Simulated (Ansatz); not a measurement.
**Polymorphs of In3P2**

Theory: DFT PBE, scalar-relativistic, plane waves, PAW (Ansatz). All cells share a 420 eV cutoff and Γ-centred k meshes spaced at most 0.3 Å⁻¹ (0.19 for metals, 2π included).

Temperature and zero-point effects are left out. Only the structures computed here compete, so a lower one can exist. For metals, differences of a few meV/atom aren't resolved. No run is spin-polarised.

```json
{"#": "1", "started from": "anti-tetradymite type", "space group": "R-3m (No. 166)", "atoms": "5", "V (Å³/atom)": "23.1", "ΔE (meV/atom)": "0", "gap on mesh (eV)": "0.00"}
{"#": "2", "started from": "anti-corundum type", "space group": "R-3c (No. 167)", "atoms": "10", "V (Å³/atom)": "26.4", "ΔE (meV/atom)": "118", "gap on mesh (eV)": "0.00"}
{"#": "3", "started from": "a random cell", "space group": "Cm (No. 8)", "atoms": "5", "V (Å³/atom)": "26.0", "ΔE (meV/atom)": "134", "gap on mesh (eV)": "0.00"}
```

The lowest structure: Space group R-3m (No. 166), trigonal, a = 3.961 Å, c = 25.478 Å. Around In on Wyckoff site a (1 atom of the primitive cell) lie 6 P at 2.80 Å; around In on Wyckoff site c (2 atoms of the primitive cell) lie 3 P at 2.72 Å; P is coordinated by 6 In at 2.72–2.80 Å. Its energy against the elements is -0.05 eV/atom. The zero of energy is the lowest elemental structures computed at the same level; no fitted shifts are applied.

```xyz
5
Lattice="1.9806 1.1435 8.4927 -1.9806 1.1435 8.4927 0.0000 -2.2870 8.4927" Properties=species:S:1:pos:R:3 pbc="T T T"
In    0.0000    0.0000    0.0000
In    0.0000    0.0000    5.4071
In    0.0000    0.0000   20.0710
P     0.0000    0.0000   10.1124
P     0.0000    0.0000   15.3658
```

The second: Space group R-3c (No. 167), trigonal, a = 7.054 Å, c = 18.369 Å. In is coordinated by 4 P at 2.73–2.87 Å; P is coordinated by 6 In at 2.73–2.87 Å.